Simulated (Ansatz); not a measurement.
Input and command of a calculation in Ansatz (plane waves; scalar-relativistic PAW potentials unless the input names others):

```yaml
crystal:
  lattice:
    - [1.8085467845, -2.9041557625, 0.0]
    - [1.8085467845, 2.9041557625, 0.0]
    - [0.0, 0.0, 6.912582767]
  atoms:
    - { symbol: H, position: [0.5530013786, 0.4469986214, 0.9689102578], spin: -0.5 }
    - { symbol: H, position: [0.4469986214, 0.5530013786, 0.0310897422], spin: 2.0 }
    - { symbol: H, position: [0.4469986214, 0.5530013786, 0.4689102578], spin: 0.5 }
    - { symbol: H, position: [0.5530013786, 0.4469986214, 0.5310897422], spin: -1.0 }
basis:
  ecutwfc: 420
kpoints:
  mp_grid: { grid: [8, 8, 4] }
hamiltonian:
  xc: pbe
  dispersion: d3bjatm
scf:
  occupations: { method: gaussian, width: 0.02 }
output:
  forces: true
  eigenvalues: true
  stress: true
magnetization:
  spin_polarized: true
```

```bash
ansatz run input.yaml --threads 1 --pin off --max-ram 2560MiB --backend cpu --events-out ev --progress --plain --runs-dir out
```

Abridged log:
```
Basis set: ecut = 420 eV, 1413 PW (Γ), exchange–correlation on 48×48×96 points (8 copies of the dense FFT grid, shifted against one another)
Bands: 8, of which v1, the nominal top of the filled ones, is band 2 counted from 1 (1 counted from 0)
Symmetry: 2 space group operations
k-points: 78 of 256 (time reversal used)
SCF iter   1: F=—  HF=-63.524378 eV  |F-HF|=—  |Δ(HF+E_count)|=         —  Δρ=4.15e-2 (↑4.15e-2 ↓4.15e-2) dr2=2.88e0  dr2_m=3.12e-1  M=0.000 μB ∫|m|=0.584 μB  β_m=0.30  ethr=3.10e-3  ⟨swp⟩=5.3  Hψ=9040  notcnv=0
SCF iter   2: F=—  HF=-63.420832 eV  |F-HF|=—  |Δ(HF+E_count)|=   1.04e-1  Δρ=2.91e-2 (↑2.91e-2 ↓2.91e-2) dr2=1.17e0  dr2_m=2.28e-1  M=0.000 μB ∫|m|=0.443 μB  β_m=0.30  ethr=3.10e-3  ⟨swp⟩=2.6  Hψ=3482  notcnv=0  defer=262
SCF iter   3: F=—  HF=-63.235123 eV  |F-HF|=—  |Δ(HF+E_count)|=   1.86e-1  Δρ=1.53e-2 (↑1.53e-2 ↓1.53e-2) dr2=5.90e-3  dr2_m=1.55e-1  M=0.000 μB ∫|m|=0.340 μB  β_m=0.30  ethr=3.10e-3  ⟨swp⟩=2.2  Hψ=1996  notcnv=0  defer=262
SCF iter   4: F=—  HF=-63.359730 eV  |F-HF|=—  |Δ(HF+E_count)|=   1.25e-1  Δρ=1.21e-2 (↑1.21e-2 ↓1.21e-2) dr2=1.49e-3  dr2_m=9.63e-2  M=0.000 μB ∫|m|=0.270 μB  β_m=0.30  ethr=1.48e-4  ⟨swp⟩=2.1  Hψ=3384  notcnv=0  defer=258
SCF iter   5: F=—  HF=-63.436500 eV  |F-HF|=—  |Δ(HF+E_count)|=   7.68e-2  Δρ=9.55e-3 (↑9.55e-3 ↓9.55e-3) dr2=1.24e-4  dr2_m=6.06e-2  M=0.000 μB ∫|m|=0.216 μB  β_m=0.30  ethr=3.73e-5  ⟨swp⟩=2.3  Hψ=2175  notcnv=0  defer=258
SCF iter   6: F=—  HF=-63.482869 eV  |F-HF|=—  |Δ(HF+E_count)|=   4.64e-2  Δρ=7.58e-3 (↑7.58e-3 ↓7.58e-3) dr2=3.50e-6  dr2_m=3.83e-2  M=0.000 μB ∫|m|=0.174 μB  β_m=0.30  ethr=3.10e-6  ⟨swp⟩=3.3  Hψ=2269  notcnv=0  defer=258
SCF iter   7: F=—  HF=-63.511928 eV  |F-HF|=—  |Δ(HF+E_count)|=   2.91e-2  Δρ=6.04e-3 (↑6.04e-3 ↓6.04e-3) dr2=6.16e-6  dr2_m=2.43e-2  M=0.000 μB ∫|m|=0.140 μB  β_m=0.30  ethr=8.74e-8  ⟨swp⟩=3.2  Hψ=2367  notcnv=0  defer=258
SCF iter   8: F=—  HF=-63.530296 eV  |F-HF|=—  |Δ(HF+E_count)|=   1.84e-2  Δρ=4.82e-3 (↑4.82e-3 ↓4.82e-3) dr2=1.18e-7  dr2_m=1.55e-2  M=0.000 μB ∫|m|=0.113 μB  β_m=0.30  ethr=8.74e-8  ⟨swp⟩=3.0  Hψ=2369  notcnv=0  defer=258
Mixer restart at iter 8: flushing history
spin-set hold released at iteration 8 (site moments contracting): the magnetisation degrees of freedom join the quasi-Newton model from the next iteration; the mixer history was flushed
SCF iter   9: F=—  HF=-63.541939 eV  |F-HF|=—  |Δ(HF+E_count)|=   1.16e-2  Δρ=3.85e-3 (↑3.85e-3 ↓3.85e-3) dr2=9.01e-7  dr2_m=9.87e-3  M=0.000 μB ∫|m|=0.091 μB  β_m=0.55  ethr=2.94e-9  ⟨swp⟩=4.9  Hψ=2880  notcnv=0  defer=258
SCF iter  10: F=—  HF=-63.562144 eV  |F-HF|=—  |Δ(HF+E_count)|=   2.02e-2  Δρ=6.79e-4 (↑6.78e-4 ↓6.79e-4) dr2=1.44e-6  dr2_m=3.06e-4  M=0.000 μB ∫|m|=0.017 μB  β_m=0.79  ethr=2.94e-9  ⟨swp⟩=5.0  Hψ=3639  notcnv=0  defer=258
SCF iter  11: F=—  HF=-63.562817 eV  |F-HF|=—  |Δ(HF+E_count)|=   6.73e-4  Δρ=5.51e-5 (↑5.51e-5 ↓5.50e-5) dr2=1.17e-7  dr2_m=1.98e-6  M=0.000 μB ∫|m|=0.001 μB  β_m=0.89  ethr=2.94e-9  ⟨swp⟩=4.2  Hψ=2653  notcnv=0  defer=258
SCF iter  12: F=—  HF=-63.562801 eV  |F-HF|=—  |Δ(HF+E_count)|=   1.58e-5  Δρ=5.25e-6 (↑5.21e-6 ↓5.25e-6) dr2=4.24e-8  dr2_m=5.78e-9  M=0.000 μB ∫|m|=0.000 μB  β_m=0.82  ethr=2.50e-9  ⟨swp⟩=9.2  Hψ=7995  notcnv=0
SCF iter  13: F=—  HF=-63.562801 eV  |F-HF|=—  |Δ(HF+E_count)|=   1.72e-9  Δρ=8.08e-7 (↑8.08e-7 ↓8.03e-7) dr2=2.46e-10  dr2_m=3.55e-10  M=0.000 μB ∫|m|=0.000 μB  β_m=0.91  ethr=1.06e-9  ⟨swp⟩=3.0  Hψ=2340  notcnv=0
SCF iter  14: F=—  HF=-63.562801 eV  |F-HF|=—  |Δ(HF+E_count)|=   1.65e-9  Δρ=1.03e-7 (↑1.01e-7 ↓1.03e-7) dr2=6.72e-12  dr2_m=5.04e-12  M=0.000 μB ∫|m|=0.000 μB  β_m=0.95  ethr=6.16e-12  ⟨swp⟩=3.5  Hψ=3713  notcnv=0
SCF iter  15: F=-63.562801 eV  HF=-63.562801 eV  |F-HF|=4.26e-14  |Δ(HF+E_count)|=  7.13e-12  Δρ=7.33e-9 (↑5.94e-9 ↓7.33e-9) dr2=8.16e-14  dr2_m=5.42e-15  M=0.000 μB ∫|m|=0.000 μB  ethr=1.00e-12  ⟨swp⟩=2.0  Hψ=1914  notcnv=0
SCF 1 converged in 15 iterations: F = -63.562801 eV  dr2 = 8.16e-14
WARN: the starting moments were not kept: the SCF closed with an absolute magnetisation of 3.2e-7 μB, where they sum to 4 μB in size (4 sites). That is at most 0.1 of that sum. Measured as dr2_m measures the in/out step, that magnetisation stands 5.1e-14 eV from none, at or under the dr2_threshold of 1.0e-7 eV: it is no larger than a step whose dr2_m would equal this threshold. The system may hold no moment; this SCF shows only that its start led to no more than that. To try another start: raise the starting moments (crystal.atoms[].spin, magnetization.per_species, magnetization.initial_magnet ...
SCF converged after 15 iterations
Magnetization: 0.0000 μB (2.0000 up, 2.0000 down)
Absolute magnetization: 0.0000 μB (∫|ρ↑−ρ↓|, with the PAW one-centre terms)
Spin contamination: 0.0000 ħ² per cell (⟨S²⟩ above its minimum at these occupations)
Per-site moments (μB) at R_I (Å): [(-2.02355190e-8, 0.30974020), (-2.14167949e-8, 0.30974020), (2.07661580e-8, 0.30974020), (1.94854388e-8, 0.30974020)]
Free energy (F): -63.562801 eV
Harris-Foulkes:  -63.562801 eV  (|F-HF|=4.26e-14)
Internal energy: -63.562801 eV  (E = F + TS)
E sigma→0 (E₀):  -63.562801 eV
Fermi energy:    -4.440323 eV
  E_disp       = -0.043627  (pairwise vdW)
--- Forces (eV/Å), atoms counted from 1 ---
  atom   1  H      0.00000000    -0.00557238    -0.00368531
  atom   2  H      0.00000000     0.00557121     0.00368518
  atom   3  H      0.00000000     0.00557223    -0.00368547
  atom   4  H      0.00000000    -0.00557145     0.00368504
--- Stress (GPa, compression-positive) ---
       -0.124458       0.000000       0.000000
        0.000000      -0.130624       0.000000
        0.000000       0.000000      -0.097339
  P = ⅓ Tr σ = -0.1175 GPa (-1.175 kbar)
```

Apart from outputs, empty bands and the relaxation, which only the reference makes, the input differs from a reference run on usual settings in hamiltonian.dispersion: not typed → "d3bjatm"; magnetization: not typed → {"spin_polarized": true} (random starting moments). The reference, at the same geometry, ended its own course with pressure -0.01 GPa, largest force 0.008 eV/Å, gap on the mesh 8.88 eV. This run converged in 15 SCF iterations with an energy at zero smearing 10.91 meV/atom below the reference's (the Hamiltonian itself differs), pressure -0.12 GPa, largest force 0.007 eV/Å, gap on the mesh 8.88 eV.